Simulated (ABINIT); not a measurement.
The system is CsPbCl3.

```
CELL_PARAMETERS angstrom
5.60500 0.00000 0.00000
0.00000 5.60500 0.00000
0.00000 0.00000 5.60500
ATOMIC_POSITIONS crystal
Pb 0.50000 0.50000 0.50000
Cs 0.00000 0.00000 0.00000
Cl 0.50000 0.00000 0.50000
Cl 0.00000 0.50000 0.50000
Cl 0.50000 0.50000 0.00000
```

Base run:

| Item | Value |
| --- | --- |
| Program | ABINIT 10.8.3 (patched build) |
| Functional | PBEsol |
| Potentials or basis | PseudoDojo NC SR PBEsol v0.4.1 standard |
| Cutoff | 680 eV |
| k mesh | 4 × 4 × 4 |
| Occupations | fermi-dirac, width 0.05 eV |
| Spin | no spin polarisation |

Its results: band gap on the k mesh 1.80 eV, direct; pressure 0.2 GPa.

Question: The run is repeated on the same cell with these changes: functional from PBEsol to PBE; potentials or basis from PseudoDojo NC SR PBEsol v0.4.1 standard to PseudoDojo NC SR PBE v0.4.1 standard; cutoff from 680 eV to 707 eV. What comes out?

Answer: Band gap on the k mesh 1.93 eV, direct; pressure 1.8 GPa.

Caveats: spin-orbit coupling is left out, which as a rule narrows the gap of such compounds by several tenths of an eV; the cutoff is short for stress, so the pressure is rough (some runs).

A k mesh can miss the band edges.
